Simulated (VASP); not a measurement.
# Na (P6_3/mmc) in VASP: a series of runs

One crystal, Na, is run at these levels: PBE; tasks: single point.

Everything below comes from runs of VASP 6.6.1. Logs are shortened: lines on timing, memory, paths and dates and some standing lists are left out, and cuts for length are marked.

## (1) Starting point

Symmetry: P6_3/mmc, No. 194, hexagonal system. Conventional cell: a = 3.767 Å, b = 3.767 Å, c = 6.154 Å, α = 90.00°, β = 90.00°, γ = 120.00°. Na (site symmetry -6m2) is surrounded by 12 Na at 3.77 Å.

This isn't the form of Na at room conditions, which is bcc.

## (2) Single point, PBE

File INCAR:

```
SYSTEM = Na
PREC     = Accurate       ! precision mode
ENCUT    = 460            ! plane-wave cutoff, eV
EDIFF    = 1E-5           ! SCF threshold, eV
ISMEAR   = 0              ! smearing method
SIGMA    = 0.2            ! smearing width, eV
LREAL    = .FALSE.        ! projectors in reciprocal space
LASPH    = .TRUE.         ! aspherical terms in the spheres
NELM     = 100            ! most SCF steps
ALGO     = Normal         ! electronic algorithm
ISIF     = 2              ! what is computed and relaxed
LWAVE    = .FALSE.        ! write WAVECAR
LCHARG   = .FALSE.        ! write CHGCAR
GGA      = PE             ! functional
NBANDS   = 14             ! bands
ADDGRID  = .FALSE.
```

File KPOINTS:

```
regular mesh
0
G
  5 5 3
  0 0 0
```

File POSCAR:

```
Na
1.0
    3.7670000000      0.0000000000      0.0000000000
   -1.8835000000      3.2623176961      0.0000000000
    0.0000000000      0.0000000000      6.1540000000
Na
2
Direct
    0.6666666667      0.3333333333      0.7500000000
    0.3333333333      0.6666666667      0.2500000000
```

Potentials or basis: VASP PAW PBE potentials, release 64 (Na_pv).

The run is started by

```
$ cat potpaw_PBE.64/Na_pv/POTCAR > POTCAR
$ mpirun -np 1 vasp_std > vasp.out
```

OUTCAR:

```text
SYSTEM = Na
   PREC = Accurate
   ENCUT = 460
   EDIFF = 1E-5
   ISMEAR = 0
   LREAL = .FALSE.
   LASPH = .TRUE.
   NELM = 100
   ISIF = 2
   GGA = PE

 Found     10 irreducible k-points:

 Following reciprocal coordinates:
            Coordinates               Weight
  0.000000  0.000000  0.000000      1.000000
  0.200000 -0.000000  0.000000      6.000000
  0.400000 -0.000000  0.000000      6.000000
  0.200000  0.200000  0.000000      6.000000
  0.400000  0.200000  0.000000      6.000000
  0.000000  0.000000  0.333333      2.000000
   k-points           NKPTS =     10   k-points in BZ     NKDIM =     10   number of bands    NBANDS=     14
   number of dos      NEDOS =    301   number of ions     NIONS =      2
   total plane-waves  NPLWV =  37632
   dimension x,y,z NGX =    28 NGY =   28 NGZ =   48
   dimension x,y,z NGXF=    56 NGYF=   56 NGZF=   96
   ions per type =               2
   NGX,Y,Z   is equivalent  to a cutoff of  12.36, 12.36, 12.97 a.u.
   NGXF,Y,Z  is equivalent  to a cutoff of  24.71, 24.71, 25.93 a.u.
 SYSTEM =  Na
   PREC   = accura    normal or accurate (medium, high low for compatibility)
   ISTART =      0    job   : 0-new  1-cont  2-samecut
   ICHARG =      2    charge: 1-file 2-atom 10-const
   ISPIN  =      1    spin polarized calculation?
   LNONCOLLINEAR =      F non collinear calculations
   LSORBIT =      F    spin-orbit coupling
   LASPH  =      T    aspherical Exc in radial PAW
   ENCUT  =  460.0 eV  33.81 Ry    5.81 a.u.   6.59  6.59 10.76*2*pi/ulx,y,z
   NELM   =    100;   NELMIN=  2; NELMDL= -5     # of ELM steps
   EDIFF  = 0.1E-04   stopping-criterion for ELM
   LREAL  =      F    real-space projection
   EDIFFG = 0.1E-03   stopping-criterion for IOM
   NSW    =      0    number of steps for IOM
   IBRION =     -1    ionic relax: 0-MD 1-quasi-New 2-CG
   NFREE  =      0    steps in history (QN), initial steepest desc. (CG)
   ISIF   =      2    stress and relaxation
   ISYM   =      2    0-nonsym 1-usesym 2-fastsym
   POTIM  = 0.5000    time-step for ionic-motion
   TEBEG  =    0.0;   TEEND  =   0.0 temperature during run
   PSTRESS=    0.0 pullay stress
   NELECT =      14.0000    total number of electrons
   NUPDOWN=      -1.0000    fix difference up-down
   EMIN   =  10.00;   EMAX   =-10.00  energy-range for DOS
   EFERMI =   0.00;   METHOD = LEGACY
   ISMEAR =     0;   SIGMA  =   0.20  broadening in eV -4-tet -1-fermi 0-gaus
   EFERMI_NEDOS =   21; number of points for ismear=-14 and -15
   IALGO  =     38    algorithm
   IMIX   =      4    mixing-type and parameters
     AMIX     =   0.40;   BMIX     =  1.00
     AMIX_MAG =   1.60;   BMIX_MAG =  1.00
  volume/ion in A,a.u.               =      37.81       255.18
  Fermi-wavevector in a.u.,A,eV,Ry     =   0.933020  1.763153 11.844235  0.870527
  Thomas-Fermi vector in A             =   2.059678
   LORBIT       =      0    0 simple, 1 ext, 2 COOP (PROOUT), +10 PAW based schemes
   GGA     = PE    functional components
   LHFCALC =     F    Hartree Fock is set to
   AEXX    =    0.0000 exact exchange contribution
   IVDW    =     0    specifies the selected vdW correction
   LEPSILON=     F    determine dielectric tensor
   LRPA    =     F    only Hartree local field effects (RPA)
 non-spin polarized calculation
 Gauss-broadening in eV      SIGMA  =   0.20
  energy-cutoff  :      460.00
  volume of cell :       75.63
 maximum number of plane-waves:      1737
 NGX is ok and might be reduce to    28
   NGX = 13   NGY = 13   NGZ = 21

 number of electron      14.0000011 magnetization

 Free energy of the ion-electron system (eV)
  ---------------------------------------------------
  ext. energy  EPLUGINS =         0.00000000
  ---------------------------------------------------
  free energy    TOTEN  =        -2.69479841 eV

  energy without entropy =       -2.67828482  energy(sigma->0) =       -2.68654162

 E-fermi :   0.4354     XC(G=0):  -6.4505

 val. band max:       -0.2421682539   @ k =   0.4000  -0.0000   0.3333
 cond. band min:       0.4964708439   @ k =   0.2000   0.2000   0.3333
 fundamental gap:      0.7386390978
 Fermi energy:         0.4353834770

 k-point     1 :       0.0000    0.0000    0.0000
  band No.  band energies     occupation
      1     -24.6719      2.00000
      2     -24.6443      2.00000
      3     -24.6443      2.00000
      4     -24.6398      2.00000
      5     -24.6397      2.00000
      6     -24.6394      2.00000
      7      -2.9660      2.00000
      8       0.8234      0.00607
      9       1.2086      0.00000
     10      10.1444      0.00000
     11      10.1445      0.00000
     12      10.4840      0.00000
     13      10.4841      0.00000
     14      10.6378      0.00000

 k-point     2 :       0.2000   -0.0000    0.0000
  band No.  band energies     occupation
      1     -24.6679      2.00000
      2     -24.6527      2.00000
      3     -24.6483      2.00000
      4     -24.6469      2.00000
      5     -24.6412      2.00000
      6     -24.6411      2.00000
      7      -2.3844      2.00000
      8       1.3439      0.00000
      9       1.7690      0.00000
     10       5.9207      0.00000
     11       8.3953      0.00000
     12       8.4618      0.00000
     13       9.2660      0.00000
     14      10.4935      0.00000

 k-point     3 :       0.4000   -0.0000    0.0000
  band No.  band energies     occupation
      1     -24.6667      2.00000
      2     -24.6619      2.00000
      3     -24.6596      2.00000
      4     -24.6509      2.00000
      5     -24.6456      2.00000
      6     -24.6438      2.00000
      7      -0.6772      2.00000
      8       2.0085      0.00000
      9       2.9145      0.00000
     10       3.5884      0.00000
     11       5.5551      0.00000
     12       5.9760      0.00000
     13       7.4378      0.00000
     14       8.4698      0.00000

 k-point     4 :       0.2000    0.2000    0.0000
  band No.  band energies     occupation
      1     -24.6616      2.00000
      2     -24.6601      2.00000
      3     -24.6598      2.00000
      4     -24.6506      2.00000
      5     -24.6462      2.00000
      6     -24.6443      2.00000
      7      -1.2402      2.00000
      8       2.3896      0.00000
      9       2.7517      0.00000
     10       4.1190      0.00000
     11       4.6805      0.00000
     12       7.5840      0.00000
     13       7.7804      0.00000
     14       8.2362      0.00000

 k-point     5 :       0.4000    0.2000    0.0000
  band No.  band energies     occupation
      1     -24.6663      2.00000
      2     -24.6614      2.00000
      3     -24.6562      2.00000
      4     -24.6552      2.00000
      5     -24.6498      2.00000
      6     -24.6487      2.00000
      7       0.9148      0.00070
      8       1.0371      0.00002
      9       3.5255      0.00000
     10       4.4884      0.00000
     11       4.5047      0.00000
     12       4.9225      0.00000
     13       5.9909      0.00000
     14       7.1512      0.00000

 k-point     6 :       0.0000    0.0000    0.3333
  band No.  band energies     occupation
      1     -24.6637      2.00000
      2     -24.6476      2.00000
      3     -24.6431      2.00000
      4     -24.6431      2.00000
      5     -24.6409      2.00000
      6     -24.6409      2.00000
      7      -2.5114      2.00000
      8      -1.1709      2.00000
      9       3.9785      0.00000
     10       7.6354      0.00000
     11      10.4683      0.00000
     12      10.4683      0.00000
     13      10.7021      0.00000
     14      10.7021      0.00000

 [... further k-points ...]

------------------------ aborting loop because EDIFF is reached ----------------------------------------

  FORCE on cell =-STRESS in cart. coord.  units (eV):
  Direction    XX          YY          ZZ          XY          YZ          ZX
  --------------------------------------------------------------------------------------
  -------------------------------------------------------------------------------------
  Total       -0.1506864     -0.1506864     -0.1050509      0.0000000     -0.0000000      0.0000000
  in kB       -3.1923126     -3.1923126     -2.2255165      0.0000000     -0.0000000      0.0000000
  external PRESSURE =      -2.8700473 kB  Pullay stress =       0.0000000 kB

 VOLUME and BASIS-vectors are now :
 -----------------------------------------------------------------------------
  energy-cutoff  :      460.00
  volume of cell :       75.63
      direct lattice vectors                 reciprocal lattice vectors
     3.767000000  0.000000000  0.000000000     0.265463233  0.153265269  0.000000000
    -1.883500000  3.262317696  0.000000000     0.000000000  0.306530538  0.000000000
     0.000000000  0.000000000  6.154000000     0.000000000  0.000000000  0.162495938

 POSITION                                       TOTAL-FORCE (eV/Angst)
 -----------------------------------------------------------------------------------
      1.88350      1.08744      4.61550        -0.000000      0.000000      0.000000
     -0.00000      2.17488      1.53850         0.000000     -0.000000      0.000000
 -----------------------------------------------------------------------------------
    total drift:                                0.000000     -0.000000      0.000000

  FREE ENERGIE OF THE ION-ELECTRON SYSTEM (eV)
  ---------------------------------------------------
  free  energy   TOTEN  =        -2.6947984115 eV

  energy  without entropy=       -2.6782848211  energy(sigma->0) =       -2.68654162
```

Wall time 5.8 s (1 thread of Intel Xeon Platinum 8488C (Sapphire Rapids), shared host); peak memory 0.17 GiB.

These settings aren't checked as converged: the numbers below hold their error.

What came out:

```
Free energy            : -2.6948 eV
Pressure               : -0.3 GPa
Band gap on the k mesh : none (metal or under the smearing width)
```

Caveat: the k mesh is coarse (spacing up to 0.39 Å⁻¹), so the values aren't converged.

## (3) Single point, PBE

INCAR is that of step 2.

KPOINTS is that of step 2.

File POSCAR:

```
Na
1.0
    3.7670000000      0.0000000000      0.0000000000
   -1.8835000000      3.2623176961      0.0000000000
    0.0000000000      0.0000000000      6.1540000000
Na
2
Direct
    0.6607270000      0.3253030000      0.7651560000
    0.3322080000      0.6634530000      0.2738460000
```

Potentials or basis: VASP PAW PBE potentials, release 64 (Na_pv).

The run is started by

```
$ cat potpaw_PBE.64/Na_pv/POTCAR > POTCAR
$ mpirun -np 1 vasp_std > vasp.out
```

It took 14 s on 1 thread of Intel Xeon Platinum 8488C (Sapphire Rapids), shared host; peak memory 0.18 GiB.

The run converged, but some of its settings lie outside the range that counts as converged, so its numbers aren't taken as properties of the crystal.

Results:

* Free energy: -2.6938 eV
* Pressure: -0.3 GPa
* Largest force: 0.035 eV/Å
* Band gap on the k mesh: none (metal or under the smearing width)

Caveat: the k mesh is coarse (spacing up to 0.39 Å⁻¹), so the values aren't converged.

## (4) Single point, PBE

Changes to INCAR since step 3:

```diff
@@ -3,3 +3,3 @@
 ENCUT    = 460            ! plane-wave cutoff, eV
-EDIFF    = 1E-5           ! SCF threshold, eV
+EDIFF    = 1E-6           ! SCF threshold, eV
 ISMEAR   = 0              ! smearing method
@@ -15,2 +15,2 @@
 NBANDS   = 14             ! bands
-ADDGRID  = .FALSE.
+ADDGRID  = .TRUE.
```

KPOINTS is that of step 3.

File POSCAR:

```
Na
1.0
    3.7670000000      0.0000000000      0.0000000000
   -1.8835000000      3.2623176961      0.0000000000
    0.0000000000      0.0000000000      6.1540000000
Na
2
Direct
    0.6666666667      0.3333333333      0.7500000000
    0.3333333333      0.6666666667      0.2500000000
```

Potentials or basis: VASP PAW PBE potentials, release 64 (Na_pv).

The run is started by

```
$ cat potpaw_PBE.64/Na_pv/POTCAR > POTCAR
$ mpirun -np 1 vasp_std > vasp.out
```

OUTCAR:

```text
SYSTEM = Na
   PREC = Accurate
   ENCUT = 460
   EDIFF = 1E-6
   ISMEAR = 0
   LREAL = .FALSE.
   LASPH = .TRUE.
   NELM = 100
   ISIF = 2
   GGA = PE

 Found     10 irreducible k-points:

 Following reciprocal coordinates:
            Coordinates               Weight
  0.000000  0.000000  0.000000      1.000000
  0.200000 -0.000000  0.000000      6.000000
  0.400000 -0.000000  0.000000      6.000000
  0.200000  0.200000  0.000000      6.000000
  0.400000  0.200000  0.000000      6.000000
  0.000000  0.000000  0.333333      2.000000
   k-points           NKPTS =     10   k-points in BZ     NKDIM =     10   number of bands    NBANDS=     14
   number of dos      NEDOS =    301   number of ions     NIONS =      2
   total plane-waves  NPLWV =  37632
   dimension x,y,z NGX =    28 NGY =   28 NGZ =   48
   dimension x,y,z NGXF=    56 NGYF=   56 NGZF=   96
   ions per type =               2
   NGX,Y,Z   is equivalent  to a cutoff of  12.36, 12.36, 12.97 a.u.
   NGXF,Y,Z  is equivalent  to a cutoff of  24.71, 24.71, 25.93 a.u.
 SYSTEM =  Na
   PREC   = accura    normal or accurate (medium, high low for compatibility)
   ISTART =      0    job   : 0-new  1-cont  2-samecut
   ICHARG =      2    charge: 1-file 2-atom 10-const
   ISPIN  =      1    spin polarized calculation?
   LNONCOLLINEAR =      F non collinear calculations
   LSORBIT =      F    spin-orbit coupling
   LASPH  =      T    aspherical Exc in radial PAW
   ENCUT  =  460.0 eV  33.81 Ry    5.81 a.u.   6.59  6.59 10.76*2*pi/ulx,y,z
[... 146 lines left out ...]
      2     -24.6476      2.00000
      3     -24.6431      2.00000
      4     -24.6431      2.00000
      5     -24.6409      2.00000
      6     -24.6409      2.00000
      7      -2.5114      2.00000
      8      -1.1709      2.00000
      9       3.9785      0.00000
     10       7.6354      0.00000
     11      10.4683      0.00000
     12      10.4683      0.00000
     13      10.7021      0.00000
     14      10.7021      0.00000

 [... further k-points ...]

------------------------ aborting loop because EDIFF is reached ----------------------------------------

  FORCE on cell =-STRESS in cart. coord.  units (eV):
  Direction    XX          YY          ZZ          XY          YZ          ZX
  --------------------------------------------------------------------------------------
  -------------------------------------------------------------------------------------
  Total       -0.1520613     -0.1520613     -0.1069712      0.0000000     -0.0000000      0.0000000
  in kB       -3.2214381     -3.2214381     -2.2661994      0.0000000     -0.0000000      0.0000000
  external PRESSURE =      -2.9030252 kB  Pullay stress =       0.0000000 kB

 VOLUME and BASIS-vectors are now :
 -----------------------------------------------------------------------------
  energy-cutoff  :      460.00
  volume of cell :       75.63
      direct lattice vectors                 reciprocal lattice vectors
     3.767000000  0.000000000  0.000000000     0.265463233  0.153265269  0.000000000
    -1.883500000  3.262317696  0.000000000     0.000000000  0.306530538  0.000000000
     0.000000000  0.000000000  6.154000000     0.000000000  0.000000000  0.162495938

 POSITION                                       TOTAL-FORCE (eV/Angst)
 -----------------------------------------------------------------------------------
      1.88350      1.08744      4.61550         0.000000      0.000000      0.000000
     -0.00000      2.17488      1.53850        -0.000000      0.000000      0.000000
 -----------------------------------------------------------------------------------
    total drift:                                0.000000     -0.000000      0.000000

  FREE ENERGIE OF THE ION-ELECTRON SYSTEM (eV)
  ---------------------------------------------------
  free  energy   TOTEN  =        -2.6947505074 eV

  energy  without entropy=       -2.6782369153  energy(sigma->0) =       -2.68649371
```

OSZICAR:

```text
N       E                     dE             d eps       ncg     rms          rms(c)
DAV:   1     0.964956967056E+02    0.96496E+02   -0.72140E+03   280   0.867E+02
DAV:   2     0.103269377316E+01   -0.95463E+02   -0.94378E+02   310   0.264E+02
DAV:   3    -0.264349289013E+01   -0.36762E+01   -0.36741E+01   340   0.588E+01
DAV:   4    -0.269486429002E+01   -0.51371E-01   -0.51367E-01   328   0.768E+00
DAV:   5    -0.269600771985E+01   -0.11434E-02   -0.11434E-02   334   0.116E+00    0.283E-01
DAV:   6    -0.269527071596E+01    0.73700E-03   -0.99544E-04   346   0.391E-01    0.190E-01
DAV:   7    -0.269476889922E+01    0.50182E-03   -0.17752E-03   342   0.454E-01    0.227E-02
DAV:   8    -0.269475042023E+01    0.18479E-04   -0.12785E-04   364   0.192E-01    0.404E-03
DAV:   9    -0.269475050743E+01   -0.87200E-07   -0.19425E-06   248   0.216E-02
   1 F= -.26947505E+01 E0= -.26864937E+01  d E =-.165136E-01
```

Run time: 9.2 s. Hardware: 1 thread of Intel Xeon Platinum 8488C (Sapphire Rapids), shared host; peak memory 0.23 GiB.

These settings aren't checked as converged: the numbers below hold their error.

Results:

| Property | Result |
| --- | --- |
| Free energy | -2.6948 eV |
| Pressure | -0.3 GPa |
| Band gap on the k mesh | none (metal or under the smearing width) |

Caveat: the k mesh is coarse (spacing up to 0.39 Å⁻¹), so the values aren't converged.
